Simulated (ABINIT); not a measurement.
Here is an ABINIT 10.8.3 (patched build) calculation.

The input run.abi:

```
# Pseudopotentials
pp_dirpath "./"
pseudos "Hf.GGA_PBE-JTH.xml, N.GGA_PBE-JTH.xml"

# Structure
acell 3.4716425656 3.4716425656 3.4716425656 Angstrom
rprim
     0.0000000000     0.7071067812     0.7071067812
     0.7071067812     0.0000000000     0.7071067812
     0.7071067812     0.7071067812     0.0000000000
ntypat 2
znucl 72 7
natom 2
typat 1 2
xred
    -0.0015310000    -0.0029430000    -0.0034000000
     0.2637830000     0.2428060000     0.2393630000
chkprim 0
chksymtnons 0
tolsym 1.0e-6

# Plane-wave basis
ecut 26.0
pawecutdg 48.0
pawxcdev 0

# k points
kptopt 1
ngkpt 9 9 9
nshiftk 1
shiftk 0.0 0.0 0.0

# Exchange and correlation
ixc 11

# Bands and occupations
nband 13
occopt 3
tsmear 0.05 eV

# SCF cycle
nstep 100
tolvrs 1.0e-9

# Output
iomode 3
prtwf 0
prtden 0
prteig 0
prtebands 0
enunit 2
```

Potentials or basis: JTH PAW PBE v2.0.

Command:

```sh
$ abinit run.abi > log 2>&1
```

(1) Estimate the pressure.

(2) Estimate the band gap on the k mesh.

## Answers

(1) 0.5 GPa.

(2) none (metal or under the smearing width).
